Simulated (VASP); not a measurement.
# KCl: single point with PBEsol

**Measured values to compare with.**

From a printed reference work, monograph, for a bulk crystal of KCl: band gap 8.68 eV.

The system is KCl.

```
CELL_PARAMETERS angstrom
0.00000 3.12180 3.12180
3.12180 0.00000 3.12180
3.12180 3.12180 0.00000
ATOMIC_POSITIONS crystal
K 0.00000 0.00000 0.00000
Cl 0.50000 0.50000 0.50000
```

```json
{"Program": "VASP 6.6.1", "Task": "single point", "Functional": "PBEsol", "Potentials or basis": "VASP PAW PBE potentials, release 64 (K_sv, Cl)", "Cutoff": "500 eV", "k mesh": "6 × 6 × 6", "Occupations": "gaussian, width 0.02 eV", "Spin": "no spin polarisation"}
```

* Pressure: 0.0 GPa
* Band gap on the k mesh: 5.10 eV

Levels at points of the mesh, in eV from the valence-band top:
| k point | band 6 | band 7 | band 8 | band 9 | band 10 | band 11 |
| --- | --- | --- | --- | --- | --- | --- |
| (0.00, 0.00, 0.00) | 0.00 | 0.00 | 0.00 | 5.10 | 8.30 | 8.30 |
| (0.50, 0.00, 0.00) | -1.13 | -0.35 | -0.35 | 7.49 | 8.58 | 10.55 |
| (0.50, 0.50, 0.00) | -0.69 | -0.23 | -0.23 | 6.38 | 8.33 | 10.04 |

Run time: 27 s on 1 thread of AMD EPYC 7R43 64-Core Processor (Zen 3), with other jobs on the host, peak memory 0.14 GiB.

A measured gap of KCl is 8.68 eV (a printed reference work, monograph); the calculated 5.10 eV misses it by -3.58 eV. The value is that of PBEsol, without temperature or zero-point motion. Semilocal functionals fall short of measured gaps as a rule.

Caveat: the PAW data sets were made with another functional, which shifts forces and pressure a little.
